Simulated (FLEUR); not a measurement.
# Ge (Cmmm) in FLEUR: notebook, part 3 of 3

FLEUR MaX-R8.1 (later development tree). Earlier steps stand in the parts before.

### Step 6. Single point, PBEsol

This run uses another cell than the first one, of 17.65 Å³/atom, 0.818 times its volume.

inp.xml

```xml
<?xml version="1.0" encoding="UTF-8" standalone="no"?>
<fleurInput fleurInputVersion="0.39">
   <comment>
      Ge                                                                                                  
   </comment>
   <calculationSetup>
      <cutoffs Kmax="4.47" Gmax="13.9" GmaxXC="13.9" numbands="0"/>
      <scfLoop itmax="60" minDistance="0.00001" maxIterBroyd="15" imix="Anderson" alpha="0.05" precondParam="0.0" spinf="2.0" sdNocoIR="T"/>
      <coreElectrons ctail="T" frcor="F" kcrel="0" coretail_lmax="0"/>
      <xcFunctional name="PBEs" relativisticCorrections="F"/>
      <magnetism jspins="1"/>
      <soc l_soc="F" theta="0.0" phi="0.0" spav="F"/>
      <expertModes spex="0" secvar="F"/>
      <geometryOptimization l_f="F" forcealpha="1.0" forcemix="BFGS" epsdisp="0.00001" epsforce="0.00001"/>
      <ldaU l_linMix="F" mixParam="0.05" spinf="1.0"/>
   </calculationSetup>
   <cell>
      <bzIntegration valenceElectrons="22.0" mode="hist" fermiSmearingEnergy="0.00183747">
         <kPointListSelection listName="default-1"/>
         <!-- k-points included here -->
         <xi:include xmlns:xi="http://www.w3.org/2001/XInclude" href="kpts.xml"> </xi:include>
      </bzIntegration>
      <!-- symmetry operations included here -->
      <xi:include xmlns:xi="http://www.w3.org/2001/XInclude" href="sym.xml"> </xi:include>
      <bulkLattice scale="1.0">
         <bravaisMatrix>
            <row-1>    2.5491130388622660    -4.7446687815246706     0.0000000000000000</row-1>
            <row-2>    2.5491130388622660     4.7446687815246706     0.0000000000000000</row-2>
            <row-3>    0.0000000000000000     0.0000000000000000     4.9229508262818982</row-3>
         </bravaisMatrix>
      </bulkLattice>
   </cell>
   <atomSpecies>
      <species name="Germanium (Ge)" element="Ge" atomicNumber="32">
         <mtSphere radius="2.19" gridPoints="753" logIncrement="0.016"/>
         <atomicCutoffs lmax="9" lnonsphr="9"/>
         <electronConfig flipSpins="F">
            <coreConfig>(1s1/2) (2s1/2) (2p1/2) (2p3/2)</coreConfig>
            <valenceConfig>(3s1/2) (3p1/2) (3p3/2) (4s1/2) (3d3/2) (3d5/2) (4p1/2) (4p3/2)</valenceConfig>
            <stateOccupation state="(4p1/2)" spinUp="0.333333" spinDown="0.333333"/>
            <stateOccupation state="(4p3/2)" spinUp="0.666667" spinDown="0.666667"/>
         </electronConfig>
         <energyParameters s="4" p="4" d="3" f="4"/>
         <lo type="SCLO" l="0" n="3" eDeriv="0"/>
         <lo type="SCLO" l="1" n="3" eDeriv="0"/>
         <lo type="SCLO" l="1" n="3" eDeriv="1"/>
         <lo type="HELO" l="2" n="4" eDeriv="0"/>
         <lo type="HELO" l="2" n="4" eDeriv="1"/>
         <lo type="SCLO" l="3" n="4" eDeriv="2"/>
      </species>
   </atomSpecies>
   <atomGroups>
      <atomGroup species="Germanium (Ge)">
         <relPos label="                   1">1.000/2.000 1.000/2.000 .0000000000</relPos>
         <force calculate="T" relaxXYZ="TTT"/>
      </atomGroup>
   </atomGroups>
   <output dos="F" band="F" slice="F">
      <checks vchk="F" cdinf="F"/>
      <bandDOS minEnergy="-.5*Htr" maxEnergy="0.5*Htr" sigma="0.015" storeEVData="T"/>
      <vacuumDOS vacdos="F" integ="F" star="F" nstars="0" locx1="0.0" locy1="0.0" locx2="0.0" locy2="0.0" nstm="0" tworkf="0.0"/>
      <unfoldingBand unfoldBand="F" supercellX="1" supercellY="1" supercellZ="1"/>
      <plotting iplot="0" polar="F">
         <plot TwoD="T" vec1="  1.0  0.0  0.0" vec2="  0.0  1.0  0.0" vec3="  0.0  0.0  1.0" zero="  0.0  0.0  0.0" file="plot"/>
      </plotting>
      <chargeDensitySlicing numkpt="0" minEigenval="0.0" maxEigenval="0.0" nnne="0" pallst="F"/>
      <specialOutput eonly="F"/>
      <moessbauerParams electricFieldGradient="T" isomerShift="T" coreHyperfine="T" valenceHyperfine="T"/>
      <magneticCircularDichroism mcd="F" energyLo="-10.0" energyUp="0.0"/>
   </output>
  <!-- We include the file relax.xml here to enable relaxations (see documentation) -->
  <xi:include xmlns:xi="http://www.w3.org/2001/XInclude" href="relax.xml"> <xi:fallback/> </xi:include>
</fleurInput>
```

crystal.txt

```
Ge
&input cartesian=F /
1.3489325282  -2.5107705925  0.0000000000
1.3489325282  2.5107705925  0.0000000000
0.0000000000  0.0000000000  2.6051133877
1.8897261246
1.0 1.0 1.0

1
32 0.5000000000  0.5000000000  0.0000000000

&kpt div1=11 div2=11 div3=10 gamma=T /
```

Potentials or basis: all-electron, FLAPW.

The run is started by

```bash
$ inpgen -f crystal.txt -profile fastHighL
$ # inp.xml edited to the form shown
$ fleur_MPI
```

The program printed:

```text
Welcome to FLEUR        (www.flapw.de)
      MaX-Release 8.1          (www.max-centre.eu)

 ========== k-point set info ==========
 Selected k-point list: default-1
 k-point list type: mesh
 11 x 11 x 10
 Number of k points: 216

 ------------Calculation Setup---------------------------
 Number of MPI-tasks      :            1
 Number of PE/node        :            1
 Number of OMP-threads    :            1
 Most efficient MPI parallelization for:
           1           2           3           4           6           8           9          12          18          24          27          36          54          72         108         216
 Additional eigenvalue parallelization possible
 Number of basis functions:          236
 Approximate size of matrices (H+S) per k-point:         0.001 GB
 --------------------------------------------------------
 Iteration:     1   Distance:       4.68052942 me/bohr^3
 Iteration:     2   Distance:       4.29977151 me/bohr^3
 Iteration:     3   Distance:       2.03381461 me/bohr^3
 Iteration:     4   Distance:       0.22849301 me/bohr^3
 Iteration:     5   Distance:       0.21442104 me/bohr^3
 Iteration:     6   Distance:       0.02487720 me/bohr^3
 Iteration:     7   Distance:       0.01169771 me/bohr^3
 Iteration:     8   Distance:       0.00245960 me/bohr^3
 Iteration:     9   Distance:       0.00053490 me/bohr^3
 Iteration:    10   Distance:       0.00050928 me/bohr^3
 Iteration:    11   Distance:       0.00001307 me/bohr^3
 Iteration:    12   Distance:       0.00001479 me/bohr^3
 Iteration:    13   Distance:       0.00000199 me/bohr^3

 ********************************************************************
 Run finished successfully
 Stop message:
   all done
 ********************************************************************
```

out.xml (last iteration):

```text
<iteration numberForCurrentRun="   13" overallNumber="   13">
         <energyParameters units="Htr">
            <atomicEP atomType="1" spin="1" branch="4s" branchLowest="-5.68" branchHighest="1.04" value="-0.0406730883"/>
            <atomicEP atomType="1" spin="1" branch="4p" branchLowest="-3.74" branchHighest="1.73" value="0.1775947203"/>
            <atomicEP atomType="1" spin="1" branch="3d" branchLowest="-9.99" branchHighest="-0.55" value="-0.5732185053"/>
            <atomicEP atomType="1" spin="1" branch="4f" branchLowest="-9.99" branchHighest="3.65" value="0.5393397534"/>
            <loAtomicEP atomType="1" spin="1" branch="3s" branchLowest="-49.86" branchHighest="-5.68" value="-5.6795304850"/>
            <loAtomicEP atomType="1" spin="1" branch="3p" branchLowest="-43.51" branchHighest="-3.74" value="-3.7452056819"/>
            <loAtomicEP atomType="1" spin="1" branch="3p" branchLowest="-43.51" branchHighest="-3.74" value="-3.7452056819"/>
            <heloAtomicEP atomType="1" spin="1" branch="4d" branchLowest="2.17" branchHighest="2.17" value="2.1705700804"/>
            <heloAtomicEP atomType="1" spin="1" branch="4d" branchLowest="2.17" branchHighest="2.17" value="2.1705700804"/>
            <loAtomicEP atomType="1" spin="1" branch="4f" branchLowest="-9.99" branchHighest="3.65" value="0.5393429729"/>
         </energyParameters>
         <eigenvalues>
            <eigenvaluesAt spin="1" ikpt="1" k_x="0.00000000" k_y="0.00000000" k_z="0.00000000">
                      -5.6795440865       -3.7439609283       -3.7433180251       -3.7418344292       -0.5885589021
                      -0.5853258259       -0.5828326710       -0.5778602961       -0.5770422396       -0.1820120698
                       0.5900694728        0.6141277923        0.6765972026        0.7118653495        0.8059594022
                       0.8978604802        0.9111434974        0.9238026497
            </eigenvaluesAt>
            <eigenvaluesAt spin="1" ikpt="2" k_x="0.00000000" k_y="0.00000000" k_z="0.10000000">
                      -5.6795426377       -3.7439592750       -3.7433164016       -3.7418569563       -0.5876608367
                      -0.5852567058       -0.5827842266       -0.5781871929       -0.5773555775       -0.1740917060
                       0.4918795471        0.6219617496        0.6844959582        0.7899585931        0.8321732846
                       0.9048877087        0.9186509604        0.9421664532
            </eigenvaluesAt>
            <eigenvaluesAt spin="1" ikpt="3" k_x="0.00000000" k_y="0.00000000" k_z="0.20000000">
                      -5.6795388552       -3.7439552728       -3.7433129840       -3.7419155710       -0.5855692254
                      -0.5848242163       -0.5826713744       -0.5790386574       -0.5781770259       -0.1503866405
                       0.3611779618        0.6446443032        0.7073591468        0.8230448441        0.9018528590
                       0.9258040075        0.9408301924        1.0384252560
            </eigenvaluesAt>
            <eigenvaluesAt spin="1" ikpt="4" k_x="0.00000000" k_y="0.00000000" k_z="0.30000000">
                      -5.6795341529       -3.7439504507       -3.7433079760       -3.7419883258       -0.5850536396
                      -0.5825252527       -0.5822321520       -0.5800915717       -0.5791895490       -0.1114326456
                       0.2419706529        0.6790703499        0.7420362662        0.8575290333        0.9363497979
                       0.9597800619        0.9761497493        1.1034540080
            </eigenvaluesAt>
         </eigenvalues>
         <bandgap value="0.0616931615" units="eV"/>
         <sumValenceSingleParticleEnergies value="-39.1570937970" units="Htr"/>
         <FermiEnergy value="0.3224182033" units="Htr"/>
         <valenceDensity>
            <mtCharges spin="1">
               <mtCharge atomType="1" total="19.9927185" s="3.0979757" p="6.8969020" d="9.9892490" f="0.0076665"/>
            </mtCharges>
            <spinDependentCharge spin="1" total="22.0000000" interstitial="2.0072815" mtSpheres="19.9927185"/>
            <totalCharge value="22.0000000000"/>
         </valenceDensity>
         <coreStates atomType="     1" atomicNumber=" 32" spin="1" kinEnergy="   1816.7243018286" eigValSum="  -1164.6086771517" lostElectrons=" 0.000000">
            <state n="1" l="0" j="0.5" energy="-401.8735931982" weight="1.0000000000"/>
            <state n="2" l="0" j="0.5" energy="-49.8563098988" weight="1.0000000000"/>
            <state n="2" l="1" j="0.5" energy="-44.3047504934" weight="1.0000000000"/>
            <state n="2" l="1" j="1.5" energy="-43.1348424928" weight="2.0000000000"/>
         </coreStates>
         <allElectronCharges>
            <spinDependentCharge spin="1" total="32.0000000" interstitial="2.0072815" mtSpheres="29.9927185"/>
            <totalCharge value="32.0000000003"/>
         </allElectronCharges>
         <moessbauerParams unitsHFF="kG" unitsIS="e/bohr^3" unitsEFG="Htr/bohr^2">
            <coreIsomerShift atomType="1" isTotal="31396.15508">
               <shell n="1" l="0" isomerShift="28504.50393"/>
               <shell n="2" l="0" isomerShift="2866.46752"/>
               <shell n="2" l="1" isomerShift="25.18364"/>
            </coreIsomerShift>
            <isomerShift atomType="1" nucleusRadius="0.0000986" averageDensity="31867.19044"/>
            <electricFieldGradient atomType="1" VXX="0.09687" VYY="0.52646" VZZ="-0.62333" asymParam="0.68918">
            </electricFieldGradient>
         </moessbauerParams>
         <totalEnergy                                    value="    -2097.5531840658" units="Htr">
            <sumOfEigenvalues                            value="    -1203.7657709488">
               <coreElectrons value="-1164.6086771517"/>
               <valenceElectrons value="-39.1570937970"/>
            </sumOfEigenvalues>
            <densityCoulombPotentialIntegral value="-3242.4212735958"/>
            <densityEffectivePotentialIntegral value="-3345.0173712228"/>
            <chargeDenXCDenIntegral value="-78.2153869522"/>
            <FockExchangeEnergyValence value="0.0000000000"/>
            <FockExchangeEnergyCore value="0.0000000000"/>
            <atomTypeDependentContributions atomType="1">
               <electronNucleiInteractionDifferentMTs value="2521.4399710876"/>
               <MadelungTerm value="-17.9387895021"/>
            </atomTypeDependentContributions>
            <tkbTimesEntropy value="0.0001471819"/>
            <freeEnergy value="-2097.5533312477"/>
            <extrapolationTo0K value="-2097.5532576568"/>
         </totalEnergy>
         <densityConvergence units="me/bohr^3">
            <chargeDensity spin="1" distance="0.0000019936"/>
         </densityConvergence>
      </iteration>
```

Wall time 50 s (1 thread of Arm Neoverse V1, shared host); peak memory 0.06 GiB.

What came out:

```yaml
Free_energy: -57077.3339 eV
Band_gap_on_the_k_mesh: none (metal or under the smearing width)
Valence_electrons_inside_the_program's_atomic_spheres: Ge 19.99 (radii Ge 2.19 bohr)
```

Core levels (eV from the Fermi level):
| atom | levels |
| --- | --- |
| 1 Ge | 1s1/2 -10944.3, 2s1/2 -1365.4, 2p1/2 -1214.4, 2p3/2 -1182.5 |

### Step 7. Summary

```tsv
cell	lmax	lnonsphr	gap on the mesh (eV)
Cmmm, 21.57 Å³/atom	Ge 10	Ge 10	none
Cmmm, 20.59 Å³/atom	Ge 10	Ge 10	none
Cmmm, 19.61 Å³/atom	Ge 9	Ge 9	none
Cmmm, 18.63 Å³/atom	Ge 9	Ge 9	none
Cmmm, 17.65 Å³/atom	Ge 9	Ge 9	none
```

Alike in all rows: task single point; level PBEsol; potentials or basis all-electron, FLAPW; no spin polarisation; k mesh 11 × 11 × 10; smearing fermi-dirac 0.05 eV; kmax 4.47 1/bohr.

Every run on the cell as given and a fine mesh finds a metal.

Compare energies only between runs with the same functional and basis.
